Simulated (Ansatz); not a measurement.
Deforming Be

```yaml
crystal:
  lattice:
    - [2.29950, 0.00000, 0.00000]
    - [-1.14975, 1.99143, 0.00000]
    - [0.00000, 0.00000, 3.60090]
  atoms:
    - { symbol: Be, position: [0.33333, 0.66667, 0.25000] }
    - { symbol: Be, position: [0.66667, 0.33333, 0.75000] }
```

Atom numbers follow the list: Be1, Be2.

The geometry is COD entry 9012017, unchecked; take it as a test cell. It was measured hot, at 658 K.

These are results of DFT, PBE, all-electron LAPW, scalar-relativistic in Ansatz 0.2.0, not measurements.

Settings: a Γ-centred 20×20×11 k mesh, Fermi–Dirac smearing of 0.05 eV, basis error target 1 meV/atom, no spin polarisation.

The unchanged cell is at -4.73 GPa, so energy changes include a term −P ΔV where the volume moves.

In a metal, stresses and small energies carry noise from the k mesh.

x, y and z are the Cartesian axes of the cell as listed; fractional coordinates follow a strain, and an engineering shear is twice the off-diagonal strain component.

Question: One change gave: energy change +19 meV/atom; stress change (xx, yy, zz, yz, xz, xy) 5.88, 5.88, -12.39, 0.00, 0.00, 0.00 GPa, compression positive. Which change was it?
A. equal xy, yz and zx engineering shear strains of -4 %
B. atom 2 (Be) moved by (0.0000, 0.0000, 0.2000) Å
C. z strained by +4 % at fixed volume

Answer: C. For equal xy, yz and zx engineering shear strains of -4 %: energy change +19 meV/atom; stress change (xx, yy, zz, yz, xz, xy) -0.09, -0.07, 1.40, 6.23, 6.17, 5.47 GPa, compression positive; change of the force on Be2 (-0.112, -0.007, -0.019) eV/Å. For atom 2 (Be) moved by (0.0000, 0.0000, 0.2000) Å: energy change +73 meV/atom; stress change (xx, yy, zz, yz, xz, xy) 1.68, 1.68, 6.31, 0.00, 0.00, 0.00 GPa, compression positive; change of the force on Be2 (0.000, 0.000, -1.484) eV/Å.

Question: What force constant does this one finite step give for Be2 along its displacement (all its periodic images move with it)?

Answer: k = −ΔF·u/|u|² = 7.42 eV/Å², so the force pulls the atom back.
